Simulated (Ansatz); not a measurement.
SrO:

```xyz
2
Lattice="0.0000 2.5663 2.5663 2.5663 0.0000 2.5663 2.5663 2.5663 0.0000" Properties=species:S:1:pos:R:3 pbc="T T T"
Sr    2.5663    2.5663    2.5663
O     0.0000    0.0000    0.0000
```

Base run:

- Program: Ansatz 0.2.0
- Functional: PBEsol
- Potentials or basis: all-electron LAPW, relativistic spinors
- Cutoff: 221 eV
- Density cutoff: 882 eV
- Basis error allowed: 0.001 eV/atom
- k mesh: 7 × 7 × 7
- Occupations: fermi-dirac, width 0.05 eV
- Spin: spin-orbit coupling, no magnetisation

Its results: band gap on the k mesh 3.27 eV, indirect (least direct gap 3.34 eV); pressure -0.6 GPa.

Question: The run is repeated on the same cell with these changes: functional from PBEsol to LDA. What comes out?

Answer: Band gap on the k mesh 3.23 eV, indirect (least direct gap 3.29 eV); pressure -3.8 GPa.

LDA binds more tightly than PBEsol, so the same cell stands under less pressure.

Caveats: the mesh misses the band edges, which the band path finds closer together.

Not every run made on this cell is shown here.
